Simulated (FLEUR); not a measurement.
# CdS (Hawleyite) (F-43m) in FLEUR: notebook, part 2 of 2

FLEUR MaX-R8.1 (later development tree).

### Step 5. Equation of state, Wu-Cohen GGA, 24.81 Å³/atom

Changes to inp.xml since step 4:

```diff
@@ -24,3 +24,3 @@
       <xi:include xmlns:xi="http://www.w3.org/2001/XInclude" href="sym.xml"> </xi:include>
-      <bulkLattice scale="0.9864848297">
+      <bulkLattice scale="1.0000000000">
          <bravaisMatrix>
```

Launch:

```bash
inpgen -f crystal.txt -profile fastHighL
# inp.xml edited to the form shown
fleur_MPI
```

It took 5.8 min on 1 thread of Arm Neoverse V1, shared host; peak memory 0.1 GiB.

The run converged. Its results:

```yaml
Free_energy: -163113.4981 eV
Band_gap_on_the_k_mesh: 0.98 eV, direct
Valence_electrons_inside_the_program's_atomic_spheres: Cd 18.35; S 3.33 (radii Cd 2.45, S 1.84 bohr)
```

### Step 6. Equation of state, Wu-Cohen GGA, 25.80 Å³/atom (volume scaled by 1.04)

Changes to inp.xml since step 5:

```diff
@@ -24,3 +24,3 @@
       <xi:include xmlns:xi="http://www.w3.org/2001/XInclude" href="sym.xml"> </xi:include>
-      <bulkLattice scale="1.0000000000">
+      <bulkLattice scale="1.0131594038">
          <bravaisMatrix>
```

Potentials or basis: all-electron, FLAPW.

Launch:

```bash
inpgen -f crystal.txt -profile fastHighL
# inp.xml edited to the form shown
fleur_MPI
```

It took 6.2 min on 1 thread of Arm Neoverse V1, shared host; peak memory 0.1 GiB.

The run converged. Its results:

| Item | Value |
| --- | --- |
| Free energy | -163113.4820 eV |
| Band gap on the k mesh | 0.90 eV, direct |
| Valence electrons inside the program's atomic spheres | Cd 18.31; S 3.32 (radii Cd 2.45, S 1.84 bohr) |

### Step 7. Equation of state, Wu-Cohen GGA, 26.30 Å³/atom (volume scaled by 1.06)

Changes to inp.xml since step 6:

```diff
@@ -24,3 +24,3 @@
       <xi:include xmlns:xi="http://www.w3.org/2001/XInclude" href="sym.xml"> </xi:include>
-      <bulkLattice scale="1.0131594038">
+      <bulkLattice scale="1.0196128224">
          <bravaisMatrix>
```

Launch:

```bash
inpgen -f crystal.txt -profile fastHighL
# inp.xml edited to the form shown
fleur_MPI
```

It took 7.3 min on 1 thread of Arm Neoverse V1, shared host; peak memory 0.1 GiB.

The run converged. Its results:

```yaml
Free_energy: -163113.4645 eV
Band_gap_on_the_k_mesh: 0.86 eV, direct
Valence_electrons_inside_the_program's_atomic_spheres: Cd 18.30; S 3.31 (radii Cd 2.45, S 1.84 bohr)
```

### Step 8. Equation of state, Wu-Cohen GGA

Potentials or basis: all-electron, FLAPW.

This step only gathers the single runs of the series.

Results:

```yaml
Equilibrium_volume: 24.74 Å³/atom
Bulk_modulus: 62 GPa
Pressure_derivative_of_the_bulk_modulus: "4.6 (rough: it moves with the points fitted)"
```

Energy against volume, from the lowest point:
```
volume (Å³/atom)  energy (meV/atom)
          23.319              17.42
          23.815               7.06
          24.808               0.00
          25.800               8.07
          26.296              16.79
```
